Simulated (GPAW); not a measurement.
Write an ASE script for GPAW 26.7.0 that does the following.

```yaml
Task: single point
Functional: PBE
Potentials_or_basis: GPAW PAW data sets (gpaw-data 1.2.1)
Cutoff: 600 eV
Basis: pw
k_mesh: 9 × 9 × 9
Occupations: gaussian, width 0.011 eV
Spin: no spin polarisation
Maxiter: 150
```

The structure of Pb lies in Pb.xyz:

```xyz
1
Lattice="0.0000000000 2.4750200000 2.4750200000 2.4750200000 0.0000000000 2.4750200000 2.4750200000 2.4750200000 0.0000000000" Properties=species:S:1:pos:R:3 pbc="T T T"
Pb     0.0000000000      0.0000000000      0.0000000000
```

The input as run:

run.py

```python
from ase.dft.bandgap import bandgap
from ase.io import read, write
from ase.units import GPa
from gpaw import GPAW, PW

atoms = read('Pb.xyz')

calc = GPAW(mode=PW(600),
            xc='PBE',
            kpts={'size': (9, 9, 9), 'gamma': True},
            occupations={'name': 'methfessel-paxton', 'order': 0, 'width': 0.011},
            nbands=14,
            convergence={'density': 1e-05, 'energy': 1e-05},
            maxiter=150,
            txt='gpaw.txt')
atoms.calc = calc
energy = atoms.get_potential_energy()
forces = atoms.get_forces()
stress = atoms.get_stress()
calc.write('gs.gpw')
write('result.traj', atoms)
print(f'Energy: {energy:.6f} eV')
print('Forces (eV/A):')
print(forces.round(4))
print('Stress (GPa):', (stress / GPa).round(3))
print('Fermi level:', round(calc.get_fermi_level(), 4), 'eV')
print(f'Gap: {bandgap(calc)[0]:.4f} eV, direct: {bandgap(calc, direct=True)[0]:.4f} eV')
```

Potentials or basis: GPAW PAW data sets (gpaw-data 1.2.1), pw.

The run is started by

```sh
$ OMP_NUM_THREADS=1 python run.py
```

Results of the run:

- Pressure: 2.0 GPa
- Band gap on the k mesh: none (metal or under the smearing width)

Run time: 7 s on 1 thread of Arm Neoverse V1, with other jobs on the host, peak memory 0.14 GiB.
